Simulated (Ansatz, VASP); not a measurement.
One calculation of InP, two programs

```xyz
2
Lattice="0.0000 2.9433 2.9433 2.9433 0.0000 2.9433 2.9433 2.9433 0.0000" Properties=species:S:1:pos:R:3 pbc="T T T"
In    0.0000    0.0000    0.0000
P     4.4149    4.4149    4.4149
```

Alike in both runs: functional r2SCAN; dispersion rVV10; k mesh 8 × 8 × 8; occupations gaussian, width 0.02 eV; no spin polarisation.

Ansatz relaxed the structure, and its values are those at the end. VASP's run is a single point on that final structure, the one shown.

|  | VASP | Ansatz |
| --- | --- | --- |
| version | VASP 6.6.1 | Ansatz 0.2.0 |
| potentials or method | VASP PAW PBE potentials, release 64 (In_d, P) | scalar-relativistic, plane waves, PAW |
| plane-wave cutoff (eV) | 520 | 500 |
| valence electrons in the cell | 18 | 18 |

```csv
,VASP,Ansatz,Ansatz less VASP
gap on the k mesh at the Fermi level (eV),1.06,1.06,-0.009
least direct gap on the mesh (eV),1.06,1.06,-0.009
pressure (GPa),-0.1,0.0,+0.06
```

Caveats: the PAW data sets were made with another functional, which shifts forces and pressure a little (VASP); spin-orbit coupling is left out, which moves the levels of the heavy elements. r2SCAN opens gaps a little over a GGA but as a rule still falls short of measured ones.
